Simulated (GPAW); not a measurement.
Runs of GPAW 26.7.0 on MnO. The structure is cubic, space group Fm-3m (No. 225). The conventional cell has a = 4.448 Å, b = 4.448 Å, c = 4.448 Å, α = 90.00°, β = 90.00°, γ = 90.00°. Around Mn (site symmetry m-3m) lie 6 O at 2.22 Å. Around O (site symmetry m-3m) lie 6 Mn at 2.22 Å. The cell is a database's computed one.

```csv
task,level,potentials or basis,U,cell,k mesh,cutoff (eV),band path,band points,optimizer,fmax,max steps,gap on the mesh (eV),pressure (GPa),moment (μB)
band structure,PBEsol+U,"PAW data sets generated in the run's folder for this functional, pw",Mn d U = 1 eV,as given,10 × 10 × 10,800,"GXWKGLUWLK,UX",80,-,-,-,-,-0.4,4.93
relaxation of cell and atoms,PBEsol,"PAW data sets generated in the run's folder for this functional, pw",-,relaxed,9 × 9 × 9,800,-,-,BFGS,0.02 eV/Å,60,none,-0.1,4.60
band structure,PBEsol,"PAW data sets generated in the run's folder for this functional, pw",-,as given,10 × 10 × 10,800,"GXWKGLUWLK,UX",80,-,-,-,-,-5.9,4.72
band structure,PBEsol+U,"PAW data sets generated in the run's folder for this functional, pw",Mn d U = 8 eV,as given,10 × 10 × 10,800,"GXWKGLUWLK,UX",80,-,-,-,0.94,(b),5.00
band structure,PBEsol+U,"PAW data sets generated in the run's folder for this functional, pw",Mn d U = 6 eV,as given,10 × 10 × 10,800,"GXWKGLUWLK,UX",80,-,-,-,0.57,4.9,5.00
relaxation of cell and atoms,PBEsol,"PAW data sets generated in the run's folder for this functional, pw",-,relaxed to 5 GPa,9 × 9 × 9,800,-,-,BFGS,0.02 eV/Å,60,none,4.8,4.24
band structure,PBEsol+U,"PAW data sets generated in the run's folder for this functional, pw",Mn d U = 4 eV,as given,10 × 10 × 10,800,"GXWKGLUWLK,UX",80,-,-,-,-,(a),5.00
band structure,PBEsol+U,"PAW data sets generated in the run's folder for this functional, pw",Mn d U = 2 eV,as given,10 × 10 × 10,800,"GXWKGLUWLK,UX",80,-,-,-,-,1.9,5.00
relaxation of cell and atoms,PBEsol,"PAW data sets generated in the run's folder for this functional, pw",-,relaxed to 10 GPa,9 × 9 × 9,800,-,-,BFGS,0.02 eV/Å,60,none,10.1,4.16
magnons,LDA,"the program's PAW data sets (release 1.2.1) made for this functional, pw",-,as given,8 × 8 × 8,550,-,-,-,-,-,none,-,(c)
relaxation of cell and atoms,PBEsol,"PAW data sets generated in the run's folder for this functional, pw",-,relaxed to 20 GPa,9 × 9 × 9,800,-,-,BFGS,0.02 eV/Å,60,none,19.9,3.91
relaxation of cell and atoms,PBEsol,"PAW data sets generated in the run's folder for this functional, pw",-,relaxed to 2 GPa,9 × 9 × 9,800,-,-,BFGS,0.02 eV/Å,60,none,2.2,4.56
```

Alike in all rows: spin collinear, ferromagnetic start; smearing fermi-dirac 0.05 eV.

Task: Estimate the missing entries.

Result: (a) 3.5; (b) 6.1; (c) 4.61.

Caveats: a cell with one magnetic atom can't hold antiferromagnetic order, which such compounds often take; semilocal functionals often make such compounds metallic where correlation or magnetic order opens a gap, which also shifts bond lengths (some runs); each step starts from the last one's moments, so a moment once lost doesn't come back (some runs); later steps reuse the first step's grids (some runs); the number of bands moves the energies at small q by some ten meV (some runs); the exchange constants hang on this mesh and on the site radius (some runs); magnon energies are noisy on this mesh (some runs).

A gap of «none» marks a metal or a gap under the smearing width.
